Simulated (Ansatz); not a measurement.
A run of Ansatz 0.2.0 is set up as follows.

File input.yaml:

```yaml
crystal:
  lattice:
    - [5.19600015, 0.0, 0.0]
    - [-2.59800008, 4.49986813, 0.0]
    - [0.0, 0.0, 2.9109996]
  atoms:
    - { symbol: Ta, position: [0.3333333333, 0.6666666667, 0.5] }
    - { symbol: Ta, position: [0.6666666667, 0.3333333333, 0.5] }
    - { symbol: Ta, position: [0.0, 0.0, 0.0] }
    - { symbol: "N", position: [0.39285, 0.0, 0.0] }
    - { symbol: "N", position: [0.60715, 0.60715, 0.0] }
    - { symbol: "N", position: [0.0, 0.39285, 0.0] }
hamiltonian:
  xc: r2scan
  pseudopotentials: { kind: paw }
kpoints:
  mp_grid: { grid: [6, 6, 9] }
scf:
  occupations: { method: fermi_dirac, width: 0.05 }
  n_extra_bands: 15
output:
  forces: true
  stress: true
  eigenvalues: true
  dos: { projected: true, de: 0.05, nscf_kmesh: { grid: [9, 9, 14] } }
```

Potentials or basis: Ansatz PAW.

Command:

```console
$ ansatz run input.yaml --threads 2 --pin off --max-ram 5632MiB --backend cpu --events-out ev --progress --plain --runs-dir out
```

Question: Estimate the pressure.

Answer: 0.3 GPa.

Question: What does it give for the largest force?

Answer: 0.031 eV/Å.

States per cell in windows of 1 eV (zero at the Fermi level; states under -8 eV left out):
```tsv
from (eV)	total	Ta 5d	N 2p	Ta 6s	N 2s	Ta 5p	Ta 5s
-8.0	3.45	1.14	2.07	0.11	0.04	0.07	0.01
-7.0	4.22	1.22	2.77	0.10	0.03	0.07	0.01
-6.0	3.46	0.93	2.35	0.08	0.02	0.04	0.00
-5.0	2.58	0.65	1.81	0.06	0.01	0.03	0.00
-4.0	1.04	0.76	0.18	0.08	0.00	0.01	0.00
-3.0	3.11	2.46	0.36	0.14	0.02	0.02	0.00
-2.0	1.17	0.91	0.19	0.03	0.00	0.00	0.00
-1.0	0.48	0.36	0.07	0.02	0.00	0.00	0.00
0.0	1.35	1.11	0.13	0.04	0.03	0.00	0.00
1.0	4.21	3.41	0.45	0.09	0.14	0.00	0.00
2.0	4.43	3.53	0.51	0.11	0.14	0.01	0.01
3.0	5.39	4.01	0.68	0.15	0.34	0.01	0.01
4.0	3.37	2.14	0.62	0.18	0.21	0.01	0.00
5.0	3.66	2.01	0.80	0.27	0.30	0.01	0.00
6.0	2.91	1.51	0.78	0.22	0.15	0.00	0.00
7.0	1.46	0.41	0.26	0.35	0.08	0.00	0.01
```

Caveat: the PAW data sets come from PBE, with cores solved anew for the run's functional, which leaves a small shift of forces and pressure; the density of states is complete only up to the lowest level of the last band computed. Spin-orbit coupling is left out, which matters for the levels of Ta.
